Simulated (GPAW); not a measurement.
# CsSnI3 (Pm-3m) in GPAW: equation of state

Aim: energy against volume of CsSnI3 in PBEsol, for its equilibrium volume and stiffness.

Everything below comes from runs of GPAW 26.7.0. Logs are shortened: lines on timing, memory, paths and dates and some standing lists are left out, and cuts for length are marked. The log counts tension as positive stress, the text compression.

**1. Starting point**

Symmetry: Pm-3m, No. 221, cubic system. Conventional cell: a = 6.206 Å, b = 6.206 Å, c = 6.206 Å, α = 90.00°, β = 90.00°, γ = 90.00°. Cs (site symmetry m-3m) is surrounded by 12 I at 4.39 Å. I (site symmetry 4/mmm) has 2 Sn at 3.10 Å as nearest neighbours. Sn (site symmetry m-3m) is surrounded by 6 I at 3.10 Å.

**2. Equation of state, PBEsol**

File run.py:

```python
from ase import Atoms
from ase.eos import EquationOfState
from ase.io import Trajectory
from ase.units import GPa
from gpaw import GPAW, PW, setup_paths

setup_paths.insert(0, '.')

atoms = Atoms(['Cs', 'I', 'I', 'I', 'Sn'],
              cell=[[6.2057, 0.0, 0.0],
                    [0.0, 6.2057, 0.0],
                    [0.0, 0.0, 6.2057]],
              scaled_positions=[[0.0, 0.0, 0.0],
                                [0.5, 0.5, 0.0],
                                [0.5, 0.0, 0.5],
                                [0.0, 0.5, 0.5],
                                [0.5, 0.5, 0.5]],
              pbc=True)

traj = Trajectory('eos.traj', 'w')
volumes, energies = [], []
for x in [0.94, 0.96, 0.98, 1.0, 1.02, 1.04, 1.06]:
    a = atoms.copy()
    a.set_cell(atoms.cell * x**(1 / 3), scale_atoms=True)
    calc = GPAW(mode=PW(600),
                xc='PBEsol',
                kpts={'size': (5, 5, 5), 'gamma': True},
                occupations={'name': 'fermi-dirac', 'width': 0.05},
                nbands=37,
                convergence={'density': 1e-05, 'energy': 1e-05},
                maxiter=150,
                txt=f'eos-{x:.2f}.txt')
    a.calc = calc
    energies.append(a.get_potential_energy(force_consistent=True))
    volumes.append(a.get_volume())
    p = -a.get_stress()[:3].mean() / GPa
    calc.write(f'eos-{x:.2f}.gpw')
    traj.write(a)
    print(f'{x:.2f} {volumes[-1]:10.4f} A^3 {energies[-1]:14.6f} eV {p:9.3f} GPa', flush=True)

v0, e0, B = EquationOfState(volumes, energies, eos='birchmurnaghan').fit()
print(f'V0 = {v0:.4f} A^3, E0 = {e0:.6f} eV, B0 = {B / GPa:.2f} GPa')
```

Potentials or basis: PAW data sets generated in the run's folder for this functional, pw.

On the command line:

```console
> gpaw-setup -f PBEsol Cs I Sn
> OMP_NUM_THREADS=1 python run.py
```

Log:

```text
__  _  _
 | _ |_)|_||  |
 |__||  | ||/\| - 26.7.0

Input parameters:
  mode=PW(ecut=600.0),
  convergence={'density': 1e-05, 'energy': 1e-05},
  kpts=MonkhorstPack(size=(5, 5, 5), gamma=True),
  maxiter=150,
  nbands=37,
  occupations=Occupations(name='fermi-dirac', width=0.05),
  xc=XC(name='PBEsol')

Diagonalizing LCAO Hamiltonian
Converting LCAO to pw mode
     .--------------.
    /|              |
   / |              |
  /  |              |
 *   |              |
 |   |              |
 | I |    Sn        |
 |   .--------------.
 |  /   I          /
 | /      I       /
 |/              /
 Cs-------------*

Atoms  # Å, Bohr magnetons
|   | symbol |        x |        y |        z |    initial magnetic moments |
|---|--------|----------|----------|----------|-----------------------------|
| 0 |     Cs | 0.000000 | 0.000000 | 0.000000 | ( 0.0000,  0.0000,  0.0000) |
| 1 |      I | 3.039509 | 3.039509 | 0.000000 | ( 0.0000,  0.0000,  0.0000) |
| 2 |      I | 3.039509 | 0.000000 | 3.039509 | ( 0.0000,  0.0000,  0.0000) |
| 3 |      I | 0.000000 | 3.039509 | 3.039509 | ( 0.0000,  0.0000,  0.0000) |
| 4 |     Sn | 3.039509 | 3.039509 | 3.039509 | ( 0.0000,  0.0000,  0.0000) |

Unit cell  # Å
| periodic |        x |        y |        z |  lengths |    angles |
|----------|----------|----------|----------|----------|-----------|
|      yes | 6.079018 | 0.000000 | 0.000000 | 6.079018 | 90.000000 |
|      yes | 0.000000 | 6.079018 | 0.000000 | 6.079018 | 90.000000 |
|      yes | 0.000000 | 0.000000 | 6.079018 | 6.079018 | 90.000000 |

Number of symmetries: 48
Symmetry operations  # r_c * U_cc + t_c -> r_c
|    | kind |            matrix            |
|----|------|------------------------------|
|  0 |  E   |  1, 0, 0,  0, 1, 0,  0, 0, 1 |
|  1 |  σ   |  1, 0, 0,  0, 1, 0,  0, 0,-1 |
|  2 |  σ   |  1, 0, 0,  0, 0, 1,  0, 1, 0 |
|  3 |  C4  |  1, 0, 0,  0, 0, 1,  0,-1, 0 |
|  4 |  C4  |  1, 0, 0,  0, 0,-1,  0, 1, 0 |
|  5 |  σ   |  1, 0, 0,  0, 0,-1,  0,-1, 0 |
|  6 |  σ   |  1, 0, 0,  0,-1, 0,  0, 0, 1 |
|  7 |  C2  |  1, 0, 0,  0,-1, 0,  0, 0,-1 |
|  8 |  σ   |  0, 1, 0,  1, 0, 0,  0, 0, 1 |
|  9 |  C2  |  0, 1, 0,  1, 0, 0,  0, 0,-1 |
| 10 |  C3  |  0, 1, 0,  0, 0, 1,  1, 0, 0 |
| 11 |  S6  |  0, 1, 0,  0, 0, 1, -1, 0, 0 |
| 12 |  S6  |  0, 1, 0,  0, 0,-1,  1, 0, 0 |
| 13 |  C3  |  0, 1, 0,  0, 0,-1, -1, 0, 0 |
| 14 |  C4  |  0, 1, 0, -1, 0, 0,  0, 0, 1 |
| 15 |  S4  |  0, 1, 0, -1, 0, 0,  0, 0,-1 |
| 16 |  C3  |  0, 0, 1,  1, 0, 0,  0, 1, 0 |
| 17 |  S6  |  0, 0, 1,  1, 0, 0,  0,-1, 0 |
| 18 |  σ   |  0, 0, 1,  0, 1, 0,  1, 0, 0 |
| 19 |  C4  |  0, 0, 1,  0, 1, 0, -1, 0, 0 |
| 20 |  C2  |  0, 0, 1,  0,-1, 0,  1, 0, 0 |
| 21 |  S4  |  0, 0, 1,  0,-1, 0, -1, 0, 0 |
| 22 |  S6  |  0, 0, 1, -1, 0, 0,  0, 1, 0 |
| 23 |  C3  |  0, 0, 1, -1, 0, 0,  0,-1, 0 |
| 24 |  S6  |  0, 0,-1,  1, 0, 0,  0, 1, 0 |
| 25 |  C3  |  0, 0,-1,  1, 0, 0,  0,-1, 0 |
| 26 |  C4  |  0, 0,-1,  0, 1, 0,  1, 0, 0 |
| 27 |  σ   |  0, 0,-1,  0, 1, 0, -1, 0, 0 |
| 28 |  S4  |  0, 0,-1,  0,-1, 0,  1, 0, 0 |
| 29 |  C2  |  0, 0,-1,  0,-1, 0, -1, 0, 0 |
| 30 |  C3  |  0, 0,-1, -1, 0, 0,  0, 1, 0 |
| 31 |  S6  |  0, 0,-1, -1, 0, 0,  0,-1, 0 |
| 32 |  C4  |  0,-1, 0,  1, 0, 0,  0, 0, 1 |
| 33 |  S4  |  0,-1, 0,  1, 0, 0,  0, 0,-1 |
| 34 |  S6  |  0,-1, 0,  0, 0, 1,  1, 0, 0 |
| 35 |  C3  |  0,-1, 0,  0, 0, 1, -1, 0, 0 |
| 36 |  C3  |  0,-1, 0,  0, 0,-1,  1, 0, 0 |
| 37 |  S6  |  0,-1, 0,  0, 0,-1, -1, 0, 0 |
| 38 |  σ   |  0,-1, 0, -1, 0, 0,  0, 0, 1 |
| 39 |  C2  |  0,-1, 0, -1, 0, 0,  0, 0,-1 |
| 40 |  σ   | -1, 0, 0,  0, 1, 0,  0, 0, 1 |
| 41 |  C2  | -1, 0, 0,  0, 1, 0,  0, 0,-1 |
| 42 |  C2  | -1, 0, 0,  0, 0, 1,  0, 1, 0 |
| 43 |  S4  | -1, 0, 0,  0, 0, 1,  0,-1, 0 |
| 44 |  S4  | -1, 0, 0,  0, 0,-1,  0, 1, 0 |
| 45 |  C2  | -1, 0, 0,  0, 0,-1,  0,-1, 0 |
| 46 |  C2  | -1, 0, 0,  0,-1, 0,  0, 0, 1 |
| 47 |  i   | -1, 0, 0,  0,-1, 0,  0, 0,-1 |

BZ-sampling:
  Number of BZ points: 125
  Number of IBZ points: 10

  Monkhorst-Pack size: [5, 5, 5]
  Monkhorst-Pack shift: [0, 0, 0]

K-points  # in reciprocal-cell coordinates
|   |                                coordinates |     weight |
|---|--------------------------------------------|------------|
| 0 | (  0.00000000,   0.00000000,   0.00000000) | 0.00800000 |
| 1 | (  0.20000000,   0.00000000,   0.00000000) | 0.04800000 |
| 2 | (  0.20000000,   0.20000000,   0.00000000) | 0.09600000 |
| 3 | (  0.20000000,   0.20000000,   0.20000000) | 0.06400000 |
| 4 | (  0.40000000,   0.00000000,   0.00000000) | 0.04800000 |
| 5 | (  0.40000000,   0.20000000,   0.00000000) | 0.19200000 |
| 6 | (  0.40000000,   0.20000000,   0.20000000) | 0.19200000 |
| 7 | (  0.40000000,   0.40000000,   0.00000000) | 0.09600000 |
| 8 | (  0.40000000,   0.40000000,   0.20000000) | 0.19200000 |
| 9 | (  0.40000000,   0.40000000,   0.40000000) | 0.06400000 |

Plane wave coefficients: 7514
Cutoff: 600.0 eV

Spin-components: 1 (collinear spins)
Bands:           37
Projectors:      26
Spin-degeneracy: 2
Datatype:        complex128

Parallelization:
  kpt:    1
  domain: 1
  band:   1

Density:
  Valence electrons: 44.0
  Components: 1
  Grid points: [35 35 35]
  Charge: 0.0  # |e|

Potential:
  Grid points: [35 35 35]

species:
  Cs:
    name:    Caesium
    Z:       55.0
    valence: 9
    core:    46
    charge:  0.0  # [|e|]
    compensation charges:
      type: gauss
      rc: 0.33  # [Å]
      lmax: 2
    cutoffs:
      filter: 2.06  # [Å]
      core: 2.51  # [Å]
    projectors
    | kind |    occ | energy [eV] | rcut [Å] |
    |------|--------|-------------|----------|
    |   5s |  2.000 |     -26.762 |    1.164 |
    |   6s |  1.000 |      -2.083 |    1.164 |
    |   5p |  6.000 |     -13.550 |    1.058 |
    |    p |        |      13.661 |    1.058 |
    |    d |        |       0.000 |    1.058 |

    Using partial waves for Cs as LCAO basis

  I:
    name:    Iodine
    Z:       53.0
    valence: 7
    core:    46
    charge:  0.0  # [|e|]
    compensation charges:
      type: gauss
      rc: 0.37  # [Å]
      lmax: 2
    cutoffs:
      filter: 2.06  # [Å]
      core: 2.90  # [Å]
    projectors
    | kind |    occ | energy [eV] | rcut [Å] |
    |------|--------|-------------|----------|
    |   5s |  2.000 |     -17.423 |    1.164 |
    |   5p |  5.000 |      -7.100 |    1.164 |
    |    s |        |       9.788 |    1.164 |
    |    p |        |      20.112 |    1.164 |
    |    d |        |       0.000 |    1.164 |

    Using partial waves for I as LCAO basis

  Sn:
    name:    Tin
    Z:       50.0
    valence: 14
    core:    36
    charge:  0.0  # [|e|]
    compensation charges:
      type: gauss
      rc: 0.38  # [Å]
      lmax: 2
    cutoffs:
      filter: 2.23  # [Å]
      core: 2.35  # [Å]
    projectors
    | kind |    occ | energy [eV] | rcut [Å] |
    |------|--------|-------------|----------|
    |   5s |  2.000 |     -10.584 |    1.201 |
    |   5p |  2.000 |      -3.711 |    1.270 |
    |   4d | 10.000 |     -25.798 |    1.185 |
    |    s |        |      16.628 |    1.201 |
    |    p |        |      23.501 |    1.270 |
    |    d |        |       1.413 |    1.185 |

    Using partial waves for Sn as LCAO basis

Reference energy: -960030.973648  # eV

eigensolver:
  PPCG
  Converge bands: occupied
  niter=2

density mixing:
  MSR1-Mixer
  Pratt-step length: 0.05
  Maximum mixing coefficient: 0.75
  Old densities: 10
  SVD Regularization: 0.005
  Good broyden scale: 1.0
  Trust region scale: 1.0
  Backstep threshold: 4.0
  History deletion threshold: 6.0
  Fourier metric: weight=20.0, sigma=0.015

occupation numbers:
  Fermi-Dirac:
    width: 0.0500  # eV

poisson solver:
  ecut: 4800.0  # eV

xc functional:
  name: PBEsol with 2 nearest neighbor stencil

convergence criteria:
[... 6 lines left out ...]
|iter     | |      energy | eigst |  dens |
|---------|-|-------------|-------|-------|
|iter:   1| |  -15.391836 | -0.07 |       |
|iter:   2| |  -15.408454 | -2.06 | -1.45 |
|iter:   3| |  -15.248688 | -2.57 | -1.48 |
|iter:   4| |  -15.234336 | -3.36 | -1.91 |
|iter:   5| |  -15.233475 | -4.20 | -2.36 |
|iter:   6| |  -15.233530 | -5.40 | -3.14 |
|iter:   7| |  -15.233542c| -6.42 | -3.65 |
|iter:   8| |  -15.233544c| -7.30 | -4.14 |
|iter:   9| |  -15.233544c| -7.74c| -5.02c|

Converged in 9 steps
Energy contributions relative to reference atoms: (reference = -960030.973648)

Energy contributions:
  Kinetic:          23.693767
  Coulomb:         -23.395560
  Zero:             -0.101130
  External:          0.000000
  Xc:              -15.430621
  Entropy:          -0.000000
  Spinorbit:         0.000000
  ----------------------------
  Free energy:     -15.233544
  Extrapolated:    -15.233544

dipole moment: (-64.033408, -64.033408, -64.033408)  # |e|*Ang

Fermi level: 3.887
Eigenvalues  # (at kpt = [0.000, 0.000, 0.000])
| band index |      eig [eV] | occ [0-2] |
|------------|---------------|-----------|
|          0 |       -18.353 |     2.000 |
|        ... |               |           |
|         14 |        -1.161 |     2.000 |
|         15 |        -1.161 |     2.000 |
|         16 |         1.415 |     2.000 |
|         17 |         1.415 |     2.000 |
|         18 |         1.415 |     2.000 |
|         19 |         1.610 |     2.000 |
[... 8 lines left out ...]
|         28 |         8.973 |     0.000 |
|         29 |         8.973 |     0.000 |
|        ... |               |           |
|         36 |        12.448 |     0.000 |

Gap: 1.662 eV
Transition (v -> c):
  (s=0, k=9, n=21, [0.40, 0.40, 0.40]) -> (s=0, k=9, n=22, [0.40, 0.40, 0.40])
No difference between direct/indirect transitions

Stress tensor  # eV/Ang^3
|         x |         y |         z |
|-----------|-----------|-----------|
| -0.002362 |  0.000000 |  0.000000 |
|  0.000000 | -0.002362 |  0.000000 |
|  0.000000 |  0.000000 | -0.002362 |

# Writing to eos-0.94.gpw (mode='')
```

It took 4.2 min on 1 thread of Intel Xeon Platinum 8375C at 2.90GHz (Ice Lake), shared host; peak memory 0.42 GiB.

Results:

```yaml
Equilibrium_volume: 45.84 Å³/atom
Bulk_modulus: 18.3 GPa
Pressure_derivative_of_the_bulk_modulus: 4.8
```

Energy against volume, from the lowest point:
```
volume (Å³/atom)  energy (meV/atom)
          44.929               1.07
          45.885               0.00
          46.841               1.19
          47.797               4.39
          48.753               9.36
          49.709              15.90
          50.665              23.85
```

Caveat: the cell was measured hot, at 500 K. Spin-orbit coupling is left out, which matters for the levels of Cs, I.
